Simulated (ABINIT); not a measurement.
A run of ABINIT 10.8.3 (patched build) is set up as follows.

run.abi

```
# Datasets: ground state, then fixed potential
ndtset 2

# Pseudopotentials
pp_dirpath "./"
pseudos "Sb.GGA_PBE-JTH.xml"

# Structure
acell 3*1.0
rprim
    -3.5363217609     3.5363217609     3.5363217609
     3.5363217609    -3.5363217609     3.5363217609
     3.5363217609     3.5363217609    -3.5363217609
ntypat 1
znucl 51
natom 1
typat 1
xred
     0.0000000000     0.0000000000     0.0000000000

# Plane-wave basis
ecut 517.016339 eV
pawecutdg 38.0

# Exchange and correlation
ixc -497498
usekden 1
pawxcdev 0

# Bands and occupations
occopt 3
tsmear 0.05 eV

# SCF cycle
nstep 100

# Output
iomode 3
prtwf 0
prteig 0
prtebands 0
enunit 1
prtden1 1
prtkden1 1
prtvha1 1
prtvclmb1 1
prtpot1 1

# Dataset 1
kptopt1 1
ngkpt1 10 10 10
nshiftk1 1
shiftk1 0.0 0.0 0.0
nband1 12
tolvrs1 1.0e-7

# Dataset 2: bands along G-H-N-G-P-H
iscf2 -2
getden2 1
getkden2 1
nband2 18
nbdbuf2 4
tolwfr2 1.0e-11
kptopt2 -5
ndivsm2 5
prteig2 1
prtvol2 -3
kptbounds2
     0.0000000000     0.0000000000     0.0000000000
     0.5000000000    -0.5000000000     0.5000000000
     0.0000000000     0.0000000000     0.5000000000
     0.0000000000     0.0000000000     0.0000000000
     0.2500000000     0.2500000000     0.2500000000
     0.5000000000    -0.5000000000     0.5000000000
```

Potentials or basis: JTH PAW PBE v2.0.

Run with:

```console
$ abinit run.abi > log 2>&1
```

Question: What does it give for the band gap on the k mesh?

Answer: None (metal or under the smearing width).

Question: What does it give for the pressure?

Answer: 2.4 GPa.

Levels at the corners of the path, in eV from the Fermi level:
```
point  band 4  band 5  band 6  band 7  band 8  band 9  band 10  band 11  band 12  band 13
    Γ  -30.00  -30.00  -13.66    6.01    6.01    6.01    11.83    11.83    11.83    12.80
    H  -29.95  -29.95   -5.46   -2.25   -2.25   -2.25     3.36     3.36    19.06    21.47
    N  -30.00  -29.94   -9.17   -6.04    1.77    4.15     7.26     7.51    15.05    16.71
    Γ  -30.00  -30.00  -13.66    6.01    6.01    6.01    11.83    11.83    11.83    12.80
    P  -30.00  -30.00   -8.06   -2.97   -2.97   -2.97    17.23    17.23    17.23    19.57
    H  -29.95  -29.95   -5.46   -2.25   -2.25   -2.25     3.36     3.36    19.06    21.47
```

Caveat: the PAW data sets were made with another functional, which shifts forces and pressure a little; spin-orbit coupling is left out, which moves the levels of the heavy elements.
